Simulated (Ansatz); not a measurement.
# Si2Ni (Fm-3m) in Ansatz: a series of runs

The runs below take Si2Ni through relaxation of cell and atoms, single point, with BLYP, PBE.

All numbers are computed with Ansatz 0.2.0; they aren't measurements. Logs are shortened: lines on timing, memory, paths and dates and some standing lists are left out, and cuts for length are marked.

### Step 1. The crystal as given

It takes space group Fm-3m (No. 225, cubic). The conventional cell has a = 5.406 Å, b = 5.406 Å, c = 5.406 Å, α = 90.00°, β = 90.00°, γ = 90.00°. Ni (site symmetry m-3m) has 8 Si at 2.34 Å as nearest neighbours. Si (site symmetry -43m) has 4 Ni at 2.34 Å as nearest neighbours.

### Step 2. Relaxation of cell and atoms, BLYP, collinear spin, ferromagnetic start

Contents of input.yaml:

```yaml
crystal:
  lattice:
    - [0.0, 2.703, 2.703]
    - [2.703, 0.0, 2.703]
    - [2.703, 2.703, 0.0]
  atoms:
    - { symbol: Ni, position: [0.0, 0.0, 0.0], spin: 1.0 }
    - { symbol: Si, position: [0.75, 0.75, 0.75] }
    - { symbol: Si, position: [0.25, 0.25, 0.25] }
hamiltonian:
  xc: blyp
  pseudopotentials: { kind: paw }
magnetization:
  spin_polarized: true
kpoints:
  mp_grid: { grid: [9, 9, 9] }
scf:
  occupations: { method: fermi_dirac, width: 0.05 }
output:
  forces: true
  stress: true
relax:
  f_tol: 0.01
  max_steps: 40
  cell: { stress_tol: 0.05 }
```

Potentials or basis: Ansatz PAW.

Launch:

```console
ansatz run input.yaml --threads 2 --pin off --max-ram 5632MiB --backend cpu --events-out ev --progress --plain --runs-dir out
```

The log of the run:

```text
Warning: RAYON_NUM_THREADS=2 ignored (pool sized by the plan → 2); use --threads N
Engine: ansatz 0.2.0, x86_64-unknown-linux-gnu
Pseudopotentials: kind: paw
Pseudopotential: Ni, paw, valence charge 18, recommended cutoff 420 eV (normal), Ni.paw.azcp
Pseudopotential: Si, paw, valence charge 4, recommended cutoff 420 eV (normal), Si.paw.azcp
Functional definition: BLYP
  parameter beta = 0.0042
  parameter a = 0.04918
  parameter b = 0.132
  parameter c = 0.2533
  parameter d = 0.349
  exchange = b88_x(beta = beta)
  correlation = lyp_c(a = a, b = b, c = c, d = d)
Crystal: 3 atoms, lattice volume = 39.497 Å³
Basis set: ecut = 420 eV, 749 PW (Γ), exchange–correlation on 54×54×54 points (8 copies of the dense FFT grid, shifted against one another)
Bands: 18, of which v1, the nominal top of the filled ones, is band 13 counted from 1 (12 counted from 0)
Symmetry: 48 space group operations
Space group: Fm-3m (ITA 225), of the structure as read, at distance tolerance 3.4e-5 Å
Magnetic group: BNS 225.116 (UNI 1618), of the structure as read, at distance tolerance 3.4e-5 Å
k-points: 35 of 729
Non-local potential: Ni, projectors of the file, l = 0: 3, l = 1: 2, l = 2: 3, l = 3: 1
Non-local potential: Si, projectors of the file, l = 0: 2, l = 1: 2, l = 2: 2
PAW form: soft (Blöchl's): semilocal exchange-correlation on the pseudo side does not see the compensation charge
PAW frozen core: Ni, regenerated for the run's functional, and the local potential with it (the file was generated under x = pbe(κ = 0.804, μ = 0.2195149727645171), c = pbe(β = 0.06672455060314922))
PAW frozen core: Si, regenerated for the run's functional, and the local potential with it (the file was generated under x = pbe(κ = 0.804, μ = 0.2195149727645171), c = pbe(β = 0.06672455060314922))
PAW one-centre angular grid: Ni, 590 points (default); XC on 64 Gauss nodes
PAW one-centre angular grid: Si, 110 points (default); XC on 64 Gauss nodes
Initial density: superposition of atomic densities (chi_scale 0.1, normalization cell)
Starting moments: Σ|m| = 1 μB on 1 of 3 sites
Initial wavefunctions: pseudopotential atomic-orbital guess
Functional: x = b88, c = lyp
SCF iter   1: F=—  HF=-7125.649891 eV  |F-HF|=—  |Δ(HF+E_count)|=         —  Δρ=6.22e-2 (↑6.22e-2 ↓3.15e-2)  dr2=1.16e0  dr2_m=4.91e-1  M=0.233 μB ∫|m|=0.623 μB  β_m=0.30  ethr=3.10e-3  ⟨swp⟩=5.9  Hψ=6247  notcnv=0
Mixer restart at iter 1: flushing history
preconditioner: auto → Kerker (q_TF=auto, 2.545 Å⁻¹)  [metal: Δε(μ)=0.033 eV  Ē_g=8.746 eV  σ=0.050 eV  W_gap=0.16  n_scr=14 (ndim 8)  ℏωp=25.1 eV  f_vac=0.000  D(μ)=0.77/eV (n_scr^D=0)]
spin=Collinear: Kerker preconditioning applied to the charge; magnetization (m = ρ↑ − ρ↓) channel mixes plain (no charge-response kernel on spin).
SCF iter   2: F=—  HF=-7125.710404 eV  |F-HF|=—  |Δ(HF+E_count)|=   6.05e-2  Δρ=5.17e-2 (↑2.34e-2 ↓5.17e-2)  dr2=1.18e0  dr2_m=3.80e-1  M=0.234 μB ∫|m|=0.468 μB  β_m=0.45  ethr=3.10e-3  ⟨swp⟩=2.9  Hψ=2543  notcnv=0  defer=15
SCF iter   3: F=—  HF=-7126.742461 eV  |F-HF|=—  |Δ(HF+E_count)|=    1.03e0  Δρ=3.81e-2 (↑2.14e-2 ↓3.81e-2)  dr2=7.05e-1  dr2_m=2.49e-1  M=0.201 μB ∫|m|=0.356 μB  β_m=0.16  ethr=3.10e-3  ⟨swp⟩=2.1  Hψ=1886  notcnv=0  defer=16
SCF iter   4: F=—  HF=-7127.172217 eV  |F-HF|=—  |Δ(HF+E_count)|=   4.30e-1  Δρ=2.42e-2 (↑2.33e-2 ↓2.42e-2)  dr2=3.38e-1  dr2_m=1.56e-1  M=0.175 μB ∫|m|=0.289 μB  β_m=0.47  ethr=2.71e-3  ⟨swp⟩=2.0  Hψ=2144  notcnv=0  defer=16
SCF iter   5: F=—  HF=-7127.484726 eV  |F-HF|=—  |Δ(HF+E_count)|=   3.13e-1  Δρ=1.57e-2 (↑1.57e-2 ↓5.64e-3)  dr2=9.58e-2  dr2_m=1.13e-2  M=0.030 μB ∫|m|=0.061 μB  β_m=0.78  ethr=1.30e-3  ⟨swp⟩=3.1  Hψ=2485  notcnv=0  defer=16
SCF iter   6: F=—  HF=-7127.470853 eV  |F-HF|=—  |Δ(HF+E_count)|=         —  Δρ=1.35e-2 (↑1.14e-2 ↓1.35e-2)  dr2=1.73e-1  dr2_m=5.85e-4  M=0.004 μB ∫|m|=0.012 μB  β_m=0.78  ethr=3.68e-4  ⟨swp⟩=2.0  Hψ=2136  notcnv=0  defer=15
Mixer restart at iter 6: flushing history
SCF iter   7: F=—  HF=-7127.586623 eV  |F-HF|=—  |Δ(HF+E_count)|=   1.16e-1  Δρ=1.85e-2 (↑1.85e-2 ↓1.81e-2)  dr2=2.82e-1  dr2_m=4.51e-5  M=0.002 μB ∫|m|=0.005 μB  β_m=0.37  ethr=3.68e-4  ⟨swp⟩=2.9  Hψ=2721  notcnv=0  defer=15
SCF iter   8: F=—  HF=-7127.504504 eV  |F-HF|=—  |Δ(HF+E_count)|=   8.21e-2  Δρ=3.50e-3 (↑3.50e-3 ↓3.18e-3)  dr2=6.57e-3  dr2_m=5.74e-5  M=0.002 μB ∫|m|=0.005 μB  β_m=0.73  ethr=3.68e-4  ⟨swp⟩=2.2  Hψ=2673  notcnv=0  defer=18
SCF iter   9: F=—  HF=-7127.498978 eV  |F-HF|=—  |Δ(HF+E_count)|=   5.53e-3  Δρ=1.44e-3 (↑1.26e-3 ↓1.44e-3)  dr2=1.34e-3  dr2_m=3.72e-6  M=-0.000 μB ∫|m|=0.000 μB  β_m=0.86  ethr=2.53e-5  ⟨swp⟩=2.4  Hψ=2369  notcnv=0  defer=18
SCF iter  10: F=—  HF=-7127.499553 eV  |F-HF|=—  |Δ(HF+E_count)|=   5.75e-4  Δρ=1.72e-4 (↑1.21e-4 ↓1.72e-4)  dr2=3.67e-5  dr2_m=4.10e-7  M=0.000 μB ∫|m|=0.001 μB  β_m=0.93  ethr=5.14e-6  ⟨swp⟩=2.4  Hψ=2166  notcnv=0  defer=18
SCF iter  11: F=—  HF=-7127.499569 eV  |F-HF|=—  |Δ(HF+E_count)|=   1.64e-5  Δρ=9.05e-5 (↑9.05e-5 ↓8.78e-5)  dr2=9.21e-6  dr2_m=5.24e-9  M=0.000 μB ∫|m|=0.000 μB  β_m=0.97  ethr=1.41e-7  ⟨swp⟩=2.3  Hψ=1821  notcnv=0  defer=18
SCF iter  12: F=—  HF=-7127.499570 eV  |F-HF|=—  |Δ(HF+E_count)|=   9.71e-7  Δρ=3.98e-5 (↑3.77e-5 ↓3.98e-5)  dr2=1.93e-6  dr2_m=7.07e-10  M=-0.000 μB ∫|m|=0.000 μB  β_m=0.98  ethr=3.54e-8  ⟨swp⟩=2.2  Hψ=1793  notcnv=0  defer=18
[... 75 lines left out ...]
iter 1 solved again at ethr=1.19e-8 eV; its pass at ethr=3.10e-3 eV (dr2=3.10e-6 eV) is discarded
SCF iter   1: F=—  HF=-7127.603167 eV  |F-HF|=—  |Δ(HF+E_count)|=         —  Δρ=6.38e-5 (↑6.38e-5 ↓3.66e-5)  dr2=2.48e-6  dr2_m=1.62e-7  M=-0.000 μB ∫|m|=0.000 μB  β_m=0.65  ethr=1.19e-8  ⟨swp⟩=2.3  Hψ=6716  notcnv=0
preconditioner: auto → none  [insulator: Δε(μ)=0.208 eV  Ē_g=8.347 eV  σ=0.050 eV  W_gap=0.75  n_scr=14 (ndim 8)  ℏωp=24.1 eV  f_vac=0.006  D(μ)=0.40/eV (n_scr^D=0)  ε∞_Penn≈9.3]
SCF iter   2: F=—  HF=-7127.603168 eV  |F-HF|=—  |Δ(HF+E_count)|=   7.57e-7  Δρ=9.11e-5 (↑8.00e-5 ↓9.11e-5)  dr2=8.21e-6  dr2_m=2.35e-8  M=-0.000 μB ∫|m|=0.000 μB  β_m=0.28  ethr=9.53e-9  ⟨swp⟩=2.0  Hψ=2164  notcnv=0  recentre
SCF iter   3: F=—  HF=-7127.603166 eV  |F-HF|=—  |Δ(HF+E_count)|=   1.43e-6  Δρ=1.63e-5 (↑1.63e-5 ↓1.19e-5)  dr2=1.33e-7  dr2_m=5.19e-8  M=-0.000 μB ∫|m|=0.000 μB  β_m=0.49  ethr=9.53e-9  ⟨swp⟩=2.0  Hψ=2093  notcnv=0
SCF iter   4: F=—  HF=-7127.603167 eV  |F-HF|=—  |Δ(HF+E_count)|=   3.24e-7  Δρ=8.38e-6 (↑6.30e-6 ↓8.38e-6)  dr2=6.44e-8  dr2_m=6.70e-10  M=-0.000 μB ∫|m|=0.000 μB  β_m=0.74  ethr=5.10e-10  ⟨swp⟩=2.0  Hψ=1865  notcnv=0
SCF iter   5: F=—  HF=-7127.603167 eV  |F-HF|=—  |Δ(HF+E_count)|=   8.80e-8  Δρ=1.83e-6 (↑1.43e-6 ↓1.83e-6)  dr2=4.61e-9  dr2_m=2.33e-11  M=-0.000 μB ∫|m|=0.000 μB  β_m=0.87  ethr=2.48e-10  ⟨swp⟩=2.3  Hψ=1913  notcnv=0
SCF iter   6: F=—  HF=-7127.603167 eV  |F-HF|=—  |Δ(HF+E_count)|=   2.80e-8  Δρ=2.86e-6 (↑2.86e-6 ↓2.74e-6)  dr2=1.00e-8  dr2_m=2.61e-12  M=0.000 μB ∫|m|=0.000 μB  β_m=0.88  ethr=1.77e-11  ⟨swp⟩=2.6  Hψ=2322  notcnv=0
SCF iter   7: F=-7127.603167 eV  HF=-7127.603167 eV  |F-HF|=4.06e-9  |Δ(HF+E_count)|=  5.99e-10  Δρ=1.80e-6 (↑1.80e-6 ↓1.80e-6)  dr2=4.39e-9  dr2_m=6.18e-15  M=0.000 μB ∫|m|=0.000 μB  ethr=1.77e-11  ⟨swp⟩=2.0  Hψ=3578  notcnv=0
the starting moments were not kept: the SCF closed with an absolute magnetisation of 8.2e-8 μB, where they sum to 1 μB in size (1 site). That is at most 0.1 of that sum. Measured as dr2_m measures the in/out step, that magnetisation stands 2.6e-15 eV from none, at or under the dr2_threshold of 9.0e-9 eV: it is no larger than a step whose dr2_m would equal this threshold.
SCF 6 converged in 7 iterations: F = -7127.603167 eV  dr2 = 4.39e-9
relax step   6: F+E_penalty+E_count = -7127.60316685 eV  Δ(F+E_penalty+E_count) = +2.247e-6 eV  max|allowed force component| = 8.018e-17 eV/Å  Δτ_max = 0.0000 Å  P = +0.001 GPa  Ω = 42.687 Å³  energy of the carried Pulay correction = -6.193e-6 eV  (7 SCF iters, dr2 threshold 8.99e-9 eV, accepted)
iter 1 solved again at ethr=6.96e-8 eV; its pass at ethr=3.10e-3 eV (dr2=1.81e-5 eV) is discarded
SCF iter   1: F=—  HF=-7127.603172 eV  |F-HF|=—  |Δ(HF+E_count)|=         —  Δρ=2.60e-7 (↑2.60e-7 ↓2.58e-7)  dr2=1.49e-10  dr2_m=6.81e-15  M=0.000 μB ∫|m|=0.000 μB  β_m=0.65  ethr=6.96e-8  ⟨swp⟩=3.1  Hψ=10160  notcnv=0
eigensolver tolerance schedule: the retry pair's looser diagonalisation over-reported the residual by 121497.03 of it (diagonalisation noise at an unbounded share of the residual, at the tolerance the schedule requests for it); recorded, not acted on — ethr = c·dr2/N_el stays at c = 1.0e-1
preconditioner: auto → none  [insulator: Δε(μ)=0.209 eV  Ē_g=8.347 eV  σ=0.050 eV  W_gap=0.75  n_scr=14 (ndim 8)  ℏωp=24.1 eV  f_vac=0.006  D(μ)=0.40/eV (n_scr^D=0)  ε∞_Penn≈9.3]
SCF iter   2: F=—  HF=-7127.603169 eV  |F-HF|=—  |Δ(HF+E_count)|=   2.46e-6  Δρ=4.77e-7 (↑4.77e-7 ↓4.74e-7)  dr2=2.05e-10  dr2_m=3.03e-15  M=-0.000 μB ∫|m|=0.000 μB  β_m=0.30  ethr=1.00e-12  ⟨swp⟩=3.5  Hψ=3085  notcnv=0
SCF iter   3: F=—  HF=-7127.603169 eV  |F-HF|=—  |Δ(HF+E_count)|=  3.82e-11  Δρ=7.48e-8 (↑7.34e-8 ↓7.48e-8)  dr2=1.37e-11  dr2_m=1.97e-15  M=-0.000 μB ∫|m|=0.000 μB  β_m=0.30  ethr=1.00e-12  ⟨swp⟩=2.1  Hψ=1671  notcnv=0
SCF iter   4: F=—  HF=-7127.603169 eV  |F-HF|=—  |Δ(HF+E_count)|=  9.09e-13  Δρ=1.31e-7 (↑1.31e-7 ↓1.29e-7)  dr2=1.57e-11  dr2_m=1.10e-15  M=-0.000 μB ∫|m|=0.000 μB  β_m=0.50  ethr=1.00e-12  ⟨swp⟩=1.0  Hψ=1260  notcnv=0
SCF iter   5: F=-7127.603169 eV  HF=-7127.603169 eV  |F-HF|=4.55e-12  |Δ(HF+E_count)|=  8.19e-12  Δρ=5.62e-8 (↑5.60e-8 ↓5.62e-8)  dr2=2.62e-12  dr2_m=6.13e-18  M=-0.000 μB ∫|m|=0.000 μB  ethr=1.00e-12  ⟨swp⟩=4.4  Hψ=5328  notcnv=0
the starting moments were not kept: the SCF closed with an absolute magnetisation of 9.8e-10 μB, where they sum to 1 μB in size (1 site). That is at most 0.1 of that sum. Measured as dr2_m measures the in/out step, that magnetisation stands 1.1e-19 eV from none, at or under the dr2_threshold of 3.0e-11 eV: it is no larger than a step whose dr2_m would equal this threshold.
SCF 7 converged in 5 iterations: F = -7127.603169 eV  dr2 = 2.62e-12
relax step   7: F+E_penalty+E_count = -7127.60316921 eV  Δ(F+E_penalty+E_count) = -2.359e-6 eV  max|allowed force component| = 1.172e-16 eV/Å  Δτ_max = 0.0000 Å  P = +0.001 GPa  Ω = 42.687 Å³  stress off target by 1.32e-3 GPa  SCF on the basis re-selected at this cell (its energy is not comparable with the rows above)  (5 SCF iters)
basis re-selected at this cell: Δ(F+E_penalty+E_count) = -2.359e-6 eV, ΔP = +0.000 GPa vs the last step (what re-selecting the basis moved, of the pressure what is left beyond the Pulay correction that the steps carried, after the strain that the cell walked since its last selection, with what the two solves' SCF thresholds leave and, on support functions, any second-order correction that the steps lacked; it is no measure of the basis error at this ecutwfc). This SCF's stress stands 1.32e-3 GPa from its target on what of the cell is left free (relax.cell.stress_tol is 5.00e-2 GPa) and its largest allowed force component is 1.17e-16 eV/Å (relax.f_tol is 1.00e-2 eV/Å): within both
SCF converged after 5 iterations
Magnetization: -0.0000 μB (13.0000 up, 13.0000 down)
Absolute magnetization: 0.0000 μB (∫|ρ↑−ρ↓|, with the PAW one-centre terms)
Spin contamination: 0.0000 ħ² per cell (⟨S²⟩ above its minimum at these occupations)
Per-site moments (μB) at R_I (Å): [(1.1180068907723283e-11, 0.990926696844439), (-2.4142646485282573e-10, 0.990926696844439), (-2.4142640287453085e-10, 0.9909266968444401)]
Free energy (F): -7127.603169 eV
Harris-Foulkes:  -7127.603169 eV  (|F-HF|=4.55e-12)
Internal energy: -7127.599210 eV  (E = F + TS)
E sigma→0 (E₀):  -7127.601189 eV
Entropy (-TS):   -0.003959 eV (-1.320 meV/atom)
Fermi energy:    12.333178 eV
--- Per-component energies (eV) ---
  E_band       = -355.742064
  E_kinetic    = 367.556672
  E_local      = -5012.155605  (includes V_loc(G=0)·N_el)
  E_nonlocal   = 678.950307
  E_hartree    = 2167.817084
  E_xc         = -193.381278
  E_vxc        = -200.291623  (∫ρ·V_xc dr)
  E_paw        = -2673.159832  (= ΣΔE_a)
  E_vpaw       = -525.436327  (= ΣTr[D̂ρ^β])
  E_aug_tail   = 0.000423  (compensation charges beyond the density's cutoff)
  E_ewald      = -2463.259714
  E_core_change = 0.032733  (= ΣΔE_core)
  E_smearing   = -0.003959  (= −TS)
  E_closure    = 0.000000  (closes the sum)
  Σ components = -7127.603169   (vs F -7127.603169, Δ=0.00e0)
--- Forces (eV/Å), atoms counted from 1 ---
  atom   1  Ni     0.00000000    -0.00000000    -0.00000000
  atom   2  Si     0.00000000     0.00000000    -0.00000000
  atom   3  Si    -0.00000000    -0.00000000     0.00000000
  max |Σ_I F_I| component: 4.63e-17 eV/Å
--- Stress (GPa, compression-positive) ---
        0.001320      -0.000000      -0.000000
       -0.000000       0.001320       0.000000
       -0.000000      -0.000000       0.001320
  P = ⅓ Tr σ = 0.0013 GPa (0.013 kbar)
--- Relaxed structure (5 steps of the walk, 5 accepted, 2 SCFs on fresh bases) ---
  F+E_penalty+E_count = -7127.60316921 eV   max|allowed force component| = 1.172e-16 eV/Å   (the final SCF, on the basis selected at the relaxed cell)
  cell:  # Å, volume = 42.6865 Å³
    - [-2.6631277760960614e-34, 2.773875370522784, 2.773875370522784]
    - [2.773875370522784, -1.7395921210777838e-34, 2.773875370522784]
    - [2.773875370522784, 2.773875370522784, -1.3056890834294948e-34]
  atoms:
    - { symbol: Ni, position: [2.7511022965205925e-34, -1.9099379252822815e-34, -2.206819468072274e-34] }
    - { symbol: Si, position: [0.7500000000000002, 0.7500000000000002, 0.7500000000000002] }
    - { symbol: Si, position: [0.25, 0.25, 0.25] }
```

Run time: 10 s. Hardware: 2 threads of Intel Xeon 6975P-C (Granite Rapids), shared host; peak memory 0.42 GiB.

What came out:

| Item | Value |
| --- | --- |
| Free energy | -7127.6032 eV |
| Relaxed volume | 14.23 Å³/atom |
| Relaxed cell | a = 3.923 Å, b = 3.923 Å, c = 3.923 Å, α = 60.00°, β = 60.00°, γ = 60.00° |
| Space group after relaxing (to 0.05 Å) | Fm-3m (No. 225) |
| Energy gained by relaxing | 34.5 meV/atom |
| Ionic steps | 7 |
| Pressure after relaxing | 0.0 GPa |
| Net moment | 0.00 μB per cell |
| Absolute moment | 0.00 μB per cell |

The path:
```
step  energy change (eV)  largest force (eV/Å)  volume (Å³)
   1              0.0000                0.0000        39.50
   2             -0.0779                0.0000        41.06
   3             -0.1017                0.0000        42.48
   4             -0.1020                0.0000        42.67
   5             -0.1036                0.0000        42.67
   6             -0.1036                0.0000        42.69
   7             -0.1036                0.0000        42.69
```

Final structure:
```cif
data_structure
_symmetry_space_group_name_H-M 'P 1'
_symmetry_Int_Tables_number 1
_cell_length_a 3.9229
_cell_length_b 3.9229
_cell_length_c 3.9229
_cell_angle_alpha 60.000
_cell_angle_beta 60.000
_cell_angle_gamma 60.000
_cell_volume 42.69
loop_
_atom_site_label
_atom_site_type_symbol
_atom_site_fract_x
_atom_site_fract_y
_atom_site_fract_z
_atom_site_occupancy
Ni1 Ni 0.00000 0.00000 0.00000 1
Si1 Si 0.75000 0.75000 0.75000 1
Si2 Si 0.25000 0.25000 0.25000 1
```

Caveat: the plane-wave basis is chosen anew once the cell has moved, so the energies of steps on either side of that aren't comparable; the PAW data sets come from PBE, with cores solved anew for the run's functional, which leaves a small shift of forces and pressure; the starting moments weren't kept. Zero-point motion and thermal expansion aren't in these numbers.

### Step 3. Single point, PBE, collinear spin, ferromagnetic start

Edit input.yaml of step 2 so:

```diff
@@ -10,3 +10,3 @@
 hamiltonian:
-  xc: blyp
+  xc: pbe
   pseudopotentials: { kind: paw }
@@ -17,3 +17,3 @@
 scf:
-  occupations: { method: fermi_dirac, width: 0.05 }
+  occupations: { method: gaussian, width: 0.012 }
 output:
@@ -21,5 +21,2 @@
   stress: true
-relax:
-  f_tol: 0.01
-  max_steps: 40
-  cell: { stress_tol: 0.05 }
+  eigenvalues: true
```

Potentials or basis: Ansatz PAW.

Launch:

```console
ansatz run input.yaml --threads 2 --pin off --max-ram 5632MiB --backend cpu --events-out ev --progress --plain --runs-dir out
```

Wall time 1.9 s (2 threads of Intel Xeon 6975P-C (Granite Rapids), shared host); peak memory 0.38 GiB.

Results (log left out):

- Free energy: -7112.3945 eV
- Pressure: 4.0 GPa
- Band gap on the k mesh: none (metal or under the smearing width)
- Net moment: 0.00 μB per cell
- Absolute moment: 0.00 μB per cell

Levels at points of the mesh, in eV from the Fermi level:
Spin up:
```
           k point  band 10  band 11  band 12  band 13  band 14  band 15  band 16  band 17
(0.00, 0.00, 0.00)    -3.57    -0.38     1.65     1.65     1.65     2.18     2.18     2.18
```
Spin down:
```tsv
k point	band 10	band 11	band 12	band 13	band 14	band 15	band 16	band 17
(0.00, 0.00, 0.00)	-3.57	-0.38	1.65	1.65	1.65	2.18	2.18	2.18
```

Caveat: the starting moments weren't kept.

(Continued in part 2 of 2.)
